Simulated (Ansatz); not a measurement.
The system is SnSe2.

```
Sn Se
1.0
     3.81100    0.00000    0.00000
    -1.90550    3.30042    0.00000
     0.00000    0.00000    6.13600
Sn Se
1 2
Direct
  0.00000 0.00000 0.00000
  0.66667 0.33333 0.75100
  0.33333 0.66667 0.24900
```

Program: Ansatz 0.2.0. Alike in all runs: potentials or basis Ansatz PAW; cell as given.

Q: Order these runs on this cell by their pressure, lowest first.
A. level r2SCAN; spin off; k mesh 8 × 8 × 5; cutoff (eV) 500; smearing fermi-dirac 0.05 eV; points for each segment of the path 14
B. level BLYP; spin off; k mesh 8 × 8 × 5; cutoff (eV) 420; smearing fermi-dirac 0.05 eV; points for each segment of the path 14
C. level PBE; spin off; k mesh 8 × 8 × 5; cutoff (eV) 420; smearing gaussian 0.013 eV
D. level LDA; spin SOC, no magnetisation; k mesh 6 × 6 × 4; cutoff (eV) 420; smearing fermi-dirac 0.05 eV; points for each segment of the path 14

A: D (0.9 GPa), A (3.6 GPa), C (5.5 GPa), B (9.6 GPa).

Caveats: the PAW data sets come from PBE, with cores solved anew for the run's functional, which leaves a small shift of forces and pressure (some runs); this functional lacks dispersion, which binds the layers, so the pressure and a relaxed spacing across them are unreliable (some runs).
